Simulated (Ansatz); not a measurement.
Input of an Ansatz 0.2.0 run:

Contents of input.yaml:

```yaml
crystal:
  lattice:
    - [2.881, 0.0, 0.0]
    - [0.0, 2.881, 0.0]
    - [0.0, 0.0, 2.881]
  atoms:
    - { symbol: Ni, position: [0.5, 0.5, 0.5], spin: 1.0 }
    - { symbol: Al, position: [0.0, 0.0, 0.0] }
hamiltonian:
  xc: revpbe
  pseudopotentials: { kind: paw }
magnetization:
  spin_polarized: true
kpoints:
  mp_grid: { grid: [9, 9, 9] }
  band_path:
    path:
      - [[0.0, 0.0, 0.0], [0.0, 0.5, 0.0], [0.5, 0.5, 0.0], [0.0, 0.0, 0.0], [0.5, 0.5, 0.5], [0.0, 0.5, 0.0]]
      - [[0.5, 0.5, 0.0], [0.5, 0.5, 0.5]]
    npoints: 14
scf:
  occupations: { method: fermi_dirac, width: 0.05 }
  n_extra_bands: 6
output:
  forces: true
  stress: true
  eigenvalues: true
  fatbands: false
  write_density: true
  write_potential: true
  elf: true
  volumetric_format: npy
```

Potentials or basis: Ansatz PAW.

Command:

```sh
$ ansatz run input.yaml --threads 2 --pin off --max-ram 5632MiB --backend cpu --events-out ev --progress --plain --runs-dir out
```

(1) What does it give for the net moment?

(2) What does it give for the band gap on the k mesh?

## Answers

(1) 0.00 μB per cell.

(2) none (metal or under the smearing width).

Caveat: the starting moments weren't kept.
